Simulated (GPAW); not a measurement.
Set up this calculation in GPAW 26.7.0, as an ASE script.

- Task: single point
- Functional: PBE
- Potentials or basis: GPAW PAW data sets (gpaw-data 1.2.1)
- Cutoff: 600 eV
- Basis: pw
- k mesh: 4 × 4 × 4
- Occupations: fermi-dirac, width 0.05 eV
- Spin: no spin polarisation
- Maxiter: 75

The structure of SnTe lies in SnTe.xyz:

```xyz
2
Lattice="0.0000000000 3.1508500000 3.1508500000 3.1508500000 0.0000000000 3.1508500000 3.1508500000 3.1508500000 0.0000000000" Properties=species:S:1:pos:R:3 pbc="T T T"
Te     3.1508500000      3.1508500000      3.1508500000
Sn     0.0000000000      0.0000000000      0.0000000000
```

These files were run (other wordings do the same):

run.py

```python
from ase.dft.bandgap import bandgap
from ase.io import read, write
from ase.units import GPa
from gpaw import GPAW, PW

atoms = read('SnTe.xyz')

calc = GPAW(mode=PW(600),
            xc='PBE',
            kpts={'size': (4, 4, 4), 'gamma': True},
            occupations={'name': 'fermi-dirac', 'width': 0.05},
            nbands=19,
            convergence={'density': 1e-05, 'energy': 1e-05},
            maxiter=75,
            txt='gpaw.txt')
atoms.calc = calc
energy = atoms.get_potential_energy()
forces = atoms.get_forces()
stress = atoms.get_stress()
calc.write('gs.gpw')
write('result.traj', atoms)
print(f'Energy: {energy:.6f} eV')
print('Forces (eV/A):')
print(forces.round(4))
print('Stress (GPa):', (stress / GPa).round(3))
print('Fermi level:', round(calc.get_fermi_level(), 4), 'eV')
print(f'Gap: {bandgap(calc)[0]:.4f} eV, direct: {bandgap(calc, direct=True)[0]:.4f} eV')
```

Potentials or basis: GPAW PAW data sets (gpaw-data 1.2.1), pw.

Command:

```console
$ OMP_NUM_THREADS=1 python run.py
```

It gave:

```yaml
Pressure: 1.5 GPa
Band_gap_on_the_k_mesh: 0.11 eV, direct
```

Caveat: the k mesh is coarse (spacing up to 0.43 Å⁻¹), so the values aren't converged; spin-orbit coupling is left out, which moves the levels of the heavy elements.

Wall time 5 s on 1 thread of Intel(R) Xeon(R) 6975P-C (Granite Rapids) (shared host), peak memory 0.16 GiB.
